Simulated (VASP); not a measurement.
Ge8H (a cell with a defect) (Germanium): single point with PBE

Crystal: Ge8H (a cell with a defect) (Germanium).

```
CELL_PARAMETERS angstrom
0.00000 5.65782 5.65782
5.65782 0.00000 5.65782
2.82891 2.82891 0.00000
ATOMIC_POSITIONS crystal
Ge 0.00000 0.00000 0.00000
Ge 0.12500 0.12500 0.25000
Ge 0.00000 0.50000 0.00000
Ge 0.12500 0.62500 0.25000
Ge 0.50000 0.00000 0.00000
Ge 0.62500 0.12500 0.25000
Ge 0.50000 0.50000 0.00000
Ge 0.62500 0.62500 0.25000
H 0.09075 0.22829 0.68096
```

| Quantity | Value |
| --- | --- |
| Program | VASP 6.6.1 |
| Task | single point |
| Functional | PBE |
| Potentials or basis | VASP PAW PBE potentials, release 64 (Ge_d, H) |
| Cutoff | 520 eV |
| k mesh | 4 × 4 × 4 |
| Occupations | gaussian, width 0.05 eV |
| Spin | no spin polarisation |
| Dipole correction | no |
| Further INCAR settings | ALGO = Fast; EDIFF = 1e-06; NBANDS = 66 |

- Pressure: 5.5 GPa
- Largest force: 0.328 eV/Å
- Band gap on the k mesh: none (metal or under the smearing width)

Forces in eV/Å, atoms in the order of the input:
```
Ge   0.126 -0.126 -0.245
Ge   0.074 -0.074  0.216
Ge   0.108 -0.108  0.105
Ge  -0.228  0.228 -0.062
Ge  -0.141  0.141  0.147
Ge   0.165 -0.165  0.035
Ge  -0.026  0.026  0.023
Ge   0.033 -0.033 -0.091
H   -0.111  0.111 -0.128
```

Stress tensor (GPa, compression positive):
```
 6.39  1.61  0.10
 1.61  6.39 -0.10
 0.10 -0.10  3.79
```

Levels at points of the mesh, in eV from the Fermi level:
```
           k point  band 54  band 55  band 56  band 57  band 58  band 59
(0.00, 0.00, 0.00)    -1.50    -0.26    -0.26    -0.21    -0.18    -0.06
(0.50, 0.00, 0.00)    -1.22    -1.10    -1.06    -0.96     0.40     0.50
(0.00, 0.50, 0.00)    -1.26    -1.08    -1.06    -0.90     0.43     0.62
(0.50, 0.50, 0.00)    -2.24    -1.80    -1.70    -1.53     0.77     1.22
(0.00, 0.00, 0.50)    -1.65    -1.64    -1.61    -1.12    -0.05     0.17
(0.50, 0.00, 0.50)    -2.67    -2.58    -2.57    -0.82     1.16     1.22
(0.00, 0.50, 0.50)    -2.65    -2.60    -2.57     0.78     1.18     1.21
(0.50, 0.50, 0.50)    -4.04    -1.78    -1.74     1.52     1.72     1.88
```

Wall time 4.6 min on 1 thread of AMD EPYC 9R45 (Zen 5), on a shared host, peak memory 0.42 GiB.

Caveat: the k mesh is coarse (spacing up to 0.48 Å⁻¹), so the values aren't converged.
